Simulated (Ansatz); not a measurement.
# CuO: the cost of one run

Method: DFT PBE+U, scalar-relativistic, plane waves, PAW, in Ansatz 0.2.0.

1 further run of the same task is left out (set aside as unsound or not needed).

### 1 The structure to begin with

Symmetry: C2/c, No. 15, monoclinic system. The conventional cell has a = 4.249 Å, b = 4.061 Å, c = 5.161 Å, α = 90.00°, β = 92.50°, γ = 90.00°. Around Cu (site symmetry -1) lie 4 O at 1.95 to 1.96 Å. Around O (site symmetry 2) lie 4 Cu at 1.95 to 1.96 Å.

Cell or atoms stand a little off a more symmetric structure (P4_2/mmc at a tolerance of 0.3 Å), so results at this geometry aren't those of that ideal crystal.

Structure file:

```
CELL_PARAMETERS angstrom
2.12473 -2.03043 0.00000
2.12473 2.03043 0.00000
-0.22534 0.00000 5.15580
ATOMIC_POSITIONS crystal
Cu 0.50000 0.00000 0.50000
Cu 0.00000 0.50000 0.00000
O 0.51387 0.48613 0.25000
O 0.48613 0.51387 0.75000
```

### 2 Relax cell and atoms

Input file input.yaml:

```yaml
crystal:
  lattice:
    - [2.124735, -2.030431, 0.0]
    - [2.124735, 2.030431, 0.0]
    - [-0.225338, 0.0, 5.155799]
  atoms:
    - { symbol: Cu, position: [0.5, 0.0, 0.5], spin: 0.18 }
    - { symbol: Cu, position: [0.0, 0.5, 0.0], spin: 0.18 }
    - { symbol: O, position: [0.513872, 0.486128, 0.25] }
    - { symbol: O, position: [0.486128, 0.513872, 0.75] }
basis:
  ecutwfc: 420
kpoints:
  mp_grid: { grid: [14, 14, 8] }
hamiltonian:
  xc: pbe
  hubbard: { sites: [{ species: Cu, l: d, u_eff: 4.0 }] }
scf:
  occupations: { method: gaussian, width: 0.1 }
output:
  forces: true
  stress: true
  eigenvalues: true
  populations: true
  write_density: true
  write_potential: true
  elf: true
  volumetric_format: npy
magnetization:
  spin_polarized: true
relax:
  adjacent_minimum: "off"
  f_tol: 0.005
  max_steps: 80
  cell: { stress_tol: 0.05 }
```

On the command line:

```sh
$ ansatz run input.yaml --threads 2 --pin off --max-ram 5120MiB --backend cpu --events-out ev --progress --plain --runs-dir out
```

**Question.** How long does this run take on 2 threads of Intel Xeon 6975P-C (Granite Rapids), shared host, and how much memory does it need?

About 5.4 min, with a peak of 1.4 GiB.
